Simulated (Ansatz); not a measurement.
MoS2 in Ansatz: the effect of functional

Slab: MoS2, a slab with vacuum.

```
Mo S
1.0
     3.18454    0.00000    0.00000
    -1.59227    2.75789    0.00000
     0.00000    0.00000   21.67053
Mo S
2 4
Cartesian
  0.0000 1.8386 18.4451
  1.5923 0.9193 3.2254
  1.5923 0.9193 16.8949
  0.0000 1.8386 1.6741
  1.5923 0.9193 19.9965
  0.0000 1.8386 4.7756
```

Alike in all runs:

```yaml
Program: Ansatz 0.2.0
Task: band structure
Potentials_or_basis: Ansatz PAW
k_mesh: 10 × 10 × 2
Occupations: fermi-dirac, width 0.05 eV
Spin: no spin polarisation
```

```csv
functional,cutoff,gap on the mesh (eV),largest force (eV/Å)
LDA,420 eV (not typed: the program's choice for these potentials),1.36,0.38
PBEsol,420 eV (not typed: the program's choice for these potentials),1.38,0.13
r2SCAN,500 eV (not typed: the program's choice for these potentials),?,?
```

Q: What does the run with functional r2SCAN give?

A: gap on the mesh 1.46 eV; largest force 0.03 eV/Å.

Caveats: the k mesh misses the band edges, so the gap on the mesh is wider than the one along the path; the PAW data sets come from PBE, with cores solved anew for the run's functional, which leaves a small shift of forces and pressure.
